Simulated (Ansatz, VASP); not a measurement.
# Two plane-wave programs on Pd

Contents of INCAR:

```
PREC = Accurate
ENCUT = 600
EDIFF = 1E-6
ISMEAR = -1
SIGMA = 0.05
LREAL = False
LASPH = True
NELM = 60
ALGO = Normal
ISIF = 2
LWAVE = False
LCHARG = False
LMAXMIX = 4
GGA = PE
NBANDS = 15
```

Contents of KPOINTS:

```
Automatic mesh
0
Gamma
  12 12 12
```

The input POSCAR:

```
Pd
1.0
    0.0000000000      1.9465000000      1.9465000000
    1.9465000000      0.0000000000      1.9465000000
    1.9465000000      1.9465000000      0.0000000000
Pd
1
Direct
    0.0000000000      0.0000000000      0.0000000000
```

Contents of KPOINTS_OPT:

```
path GXWKGLUWLK,UX
15
line-mode
reciprocal
 0.0000000000  0.0000000000  0.0000000000  G
 0.5000000000  0.0000000000  0.5000000000  X

 0.5000000000  0.0000000000  0.5000000000  X
 0.5000000000  0.2500000000  0.7500000000  W

 0.5000000000  0.2500000000  0.7500000000  W
 0.3750000000  0.3750000000  0.7500000000  K

 0.3750000000  0.3750000000  0.7500000000  K
 0.0000000000  0.0000000000  0.0000000000  G

 0.0000000000  0.0000000000  0.0000000000  G
 0.5000000000  0.5000000000  0.5000000000  L

 0.5000000000  0.5000000000  0.5000000000  L
 0.6250000000  0.2500000000  0.6250000000  U

 0.6250000000  0.2500000000  0.6250000000  U
 0.5000000000  0.2500000000  0.7500000000  W

 0.5000000000  0.2500000000  0.7500000000  W
 0.5000000000  0.5000000000  0.5000000000  L

 0.5000000000  0.5000000000  0.5000000000  L
 0.3750000000  0.3750000000  0.7500000000  K

 0.6250000000  0.2500000000  0.6250000000  U
 0.5000000000  0.0000000000  0.5000000000  X
```

input.yaml

```yaml
crystal:
  lattice:
    - [0.0, 1.9465, 1.9465]
    - [1.9465, 0.0, 1.9465]
    - [1.9465, 1.9465, 0.0]
  atoms:
    - { symbol: Pd, position: [0.0, 0.0, 0.0] }
hamiltonian:
  xc: pbe
  pseudopotentials: { kind: paw }
kpoints:
  mp_grid: { grid: [12, 12, 12] }
  band_path:
    path:
      - [[0.0, 0.0, 0.0], [0.5, 0.0, 0.5], [0.5, 0.25, 0.75], [0.375, 0.375, 0.75], [0.0, 0.0, 0.0], [0.5, 0.5, 0.5], [0.625, 0.25, 0.625], [0.5, 0.25, 0.75], [0.5, 0.5, 0.5], [0.375, 0.375, 0.75]]
      - [[0.625, 0.25, 0.625], [0.5, 0.0, 0.5]]
    npoints: 14
scf:
  occupations: { method: fermi_dirac, width: 0.05 }
  n_extra_bands: 6
output:
  forces: true
  stress: true
  eigenvalues: true
  fatbands: false
```

Alike in both runs: task band structure; functional PBE; k mesh 12 × 12 × 12; occupations fermi-dirac, width 0.05 eV; no spin polarisation.

|  | VASP | Ansatz |
| --- | --- | --- |
| version | VASP 6.6.1 | Ansatz 0.2.0 |
| potentials or method | VASP PAW PBE potentials, release 64 (Pd_sv_GW) | Ansatz PAW |
| plane-wave cutoff (eV) | 600 | 420 |
| valence electrons in the cell | 18 | 18 |

```csv
,VASP,Ansatz,Ansatz less VASP
gap on the k mesh at the Fermi level (eV),none,none,-
pressure (GPa),5.8,6.9,+1.11
```

A gap of «none» marks a metal or a gap that the smearing closes. With one functional, cell and mesh, what is left measures potentials, basis and numerics.
